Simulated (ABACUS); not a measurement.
Bi: equation of state with WC

Bi:

```
Bi
1.0
    -1.98143    1.98143    1.98143
     1.98143   -1.98143    1.98143
     1.98143    1.98143   -1.98143
Bi
1
Direct
  0.00000 0.00000 0.00000
```

This isn't the form of Bi at room conditions, which is rhombohedral.

```json
{"Program": "ABACUS 3.10.1", "Task": "equation of state", "Functional": "WC", "Potentials or basis": "PseudoDojo NC SR 0.4.1 PBEsol standard", "Cutoff": "898 eV", "Density cutoff": "3592 eV", "Basis": "plane waves", "k mesh": "7 × 7 × 7", "Occupations": "fermi-dirac, width 0.05 eV", "Spin": "no spin polarisation", "Radial cutoff of the potentials (pseudo_rcut)": "10 bohr", "SCF threshold on the density": "1e-08", "Max SCF steps": "100", "Eigensolver": "dav", "Mixing": "broyden", "Mixing share": "0.7", "Symmetry key": "1", "Bands": "12"}
```

The equilibrium volume is 30.74 Å³/atom and the bulk modulus is 60 GPa. The pressure derivative of the bulk modulus is 4.5 (rough: it moves with the points fitted).

Energy against volume, from the lowest point:
```
volume (Å³/atom)  energy (meV/atom)
          29.250              14.31
          30.495               0.00
          31.739               5.34
          32.984              26.42
```

All runs of the series together: 5.9 s on 4 threads of AMD EPYC 9R45 96-Core Processor (Zen 5), on a shared host.

Caveat: the potentials were made for another functional, which shifts forces and pressure.
